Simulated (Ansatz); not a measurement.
System: HgSe (zinc blende type), 2 atoms in the cell.

Theory: Ansatz 0.2.0 development build, PBE, plane waves, PAW datasets (generated hard set).

Cutoff 700 eV; k-mesh 6×6×6 Γ-centred; Fermi–Dirac smearing of 0.02 eV; no spin polarisation; no spin–orbit coupling.

```yaml
crystal:
  lattice:
    - [0.00000, 3.13500, 3.13500]
    - [3.13500, 0.00000, 3.13500]
    - [3.13500, 3.13500, 0.00000]
  atoms:
    - { symbol: Hg, position: [0.00000, 0.00000, 0.00000] }
    - { symbol: Se, position: [0.25000, 0.25000, 0.25000] }
```
Lattice in Å, positions in fractions of it.

(1) Is the cell under compression or tension, and by how much?

Answers

(1) The pressure is -0.17 GPa, so at these settings the cell is stretched and would shrink.

The stress includes the program's correction for the finite plane-wave basis.

The k-mesh is modest, so these values aren't fully converged in k.
